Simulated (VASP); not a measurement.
# AgCl: restarted molecular dynamics, 2 variants

AgCl, Pm-3m (no. 221), 8 atoms in the cell. PBE, molecular dynamics; PAW potentials Ag, Cl (PBE set).

| Restart from | Temperature at the end (K) | The same without a restart (K) | Potential energy at the end (eV/atom) | The same without a restart (eV/atom) | Electronic steps in the first step after the restart | Time (s) |
|---|---|---|---|---|---|---|
| CONTCAR with velocities, WAVECAR read | 1725.0 | 1725.0 | -2.49660 | -2.49660 | 5 | 124 |
| CONTCAR with velocities, no WAVECAR | 1725.0 | 1725.0 | -2.49660 | -2.49660 | 14 | 137 |

Limits: 120 fs of 8 atoms are too short for converged averages; the cell is only 3.4 Å across, so each atom moves in step with near copies of itself.

## Input of the first row

INCAR.step1:
```
GGA = PE
PREC = Normal
ENCUT = 260
EDIFF = 1E-6
NELMIN = 4
NELM = 60
ALGO = Normal
LREAL = Auto
LASPH = True
ISMEAR = 0
SIGMA = 0.05
ISYM = 0
LWAVE = True
LCHARG = False
IBRION = 0
NSW = 30
POTIM = 2.0
TEBEG = 1600
ISIF = 2
RANDOM_SEED = 771308 0 0
MDALGO = 4
NHC_NCHAINS = 3
NHC_PERIOD = 30
KPAR = 2
```

INCAR.step2, as INCAR.step1 but for:
```
- LWAVE = True
+ LWAVE = False
```

KPOINTS:
```
k-points
0
Gamma
  3 3 1
```

POSCAR.step1:
```
AgCl
1.0
    3.4339730000      0.0000000000      0.0000000000
    0.0000000000      3.4339730000      0.0000000000
    0.0000000000      0.0000000000     13.7358920000
Ag Cl
4 4
Direct
    0.0000000000      0.0000000000      0.0000000000
    0.0000000000      0.0000000000      0.2500000000
    0.0000000000      0.0000000000      0.5000000000
    0.0000000000      0.0000000000      0.7500000000
    0.5000000000      0.5000000000      0.1250000000
    0.5000000000      0.5000000000      0.3750000000
    0.5000000000      0.5000000000      0.6250000000
    0.5000000000      0.5000000000      0.8750000000
```

Commands (each step's output is kept before the next begins):
```
cat potpaw_PBE.64/Ag/POTCAR potpaw_PBE.64/Cl/POTCAR > POTCAR
cp INCAR.step1 INCAR
cp POSCAR.step1 POSCAR
mpirun -np 2 vasp_std > vasp.out
cp CONTCAR POSCAR
cp INCAR.step2 INCAR
mpirun -np 2 vasp_std > vasp.out
```

Changes of the last row against the first:
```
(step 1)
- LWAVE = True
+ LWAVE = False
```

VASP 6.6.1 took 124 s on 2 cores (Intel Xeon Platinum 8488C (Sapphire Rapids)), a shared host.
